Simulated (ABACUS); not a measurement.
## BaTiO3 (Barioperovskite) under changes of volume

One of the cells (12.867 Å³/atom); the others are scaled copies at fixed shape and fractional positions:

```
Ba Ti O
1.0
     3.98550    0.00000    0.00000
     0.00000    2.83690    2.84515
     0.00000   -2.83690    2.84515
Ba Ti O
1 1 3
Cartesian
  0.0000 0.0000 0.0000
  1.9928 0.0000 2.9157
  1.9928 1.3804 4.2594
  1.9928 -1.3804 4.2594
  0.0000 0.0000 2.7735
```

```yaml
Program: ABACUS 3.10.1
Functional: PBEsol
Potentials_or_basis: PseudoDojo NC SR 0.4.1 PBEsol standard
Cutoff: 1143 eV
Density_cutoff: 4572 eV
Basis: plane waves
k_mesh: 7 × 7 × 7
Occupations: fermi-dirac, width 0.05 eV
Spin: no spin polarisation
```

| volume (Å³/atom) | energy over the lowest point (meV/atom) | pressure (GPa) | gap on the mesh (eV) | largest force (eV/Å) |
| --- | --- | --- | --- | --- |
| 12.095 | 11.97 | 7.9 | 2.06 | 0.232 |
| 12.353 | ? | ? | ? | ? |
| 12.610 | 0.00 | -0.2 | 1.97 | 0.241 |
| 12.867 | 3.09 | -3.6 | 1.93 | 0.294 |
| 13.125 | 11.38 | -6.7 | 1.89 | 0.358 |
| 13.382 | 24.31 | -9.4 | 1.85 | 0.424 |
| 13.639 | 41.40 | -11.9 | 1.80 | 0.490 |

**Question.** What does the run at 12.353 Å³/atom give?

**Answer.** Energy over the lowest point 2.73 meV/atom; pressure 3.6 GPa; gap on the mesh 2.02 eV; largest force 0.214 eV/Å.

Worked out: A Birch-Murnaghan fit of order 3 (a polynomial in V^(-2/3)) to the other rows has its minimum at 12.60 Å³/atom with B0 = V·E''(V) = 178 GPa and B' = 4.4 at fixed shape and positions, which overstates the stiffness. It gives 2.73 meV/atom at 12.353 Å³/atom, against the run's 2.73, and -dE/dV = 3.6 GPa, against 3.6. A straight line through the other rows of the gap, of slope -2.13 eV per unit of ln V, gives 2.02 eV, against the run's 2.02.

Energies are extrapolated to zero smearing.

Caveats: this release of the barium file is off; there are fewer bands than atomic start orbitals, so a level may be missed at k points of high symmetry; spin-orbit coupling is left out, which moves the levels of the heavy elements; an odd mesh through Γ misses points on the zone boundary, where band edges often lie.
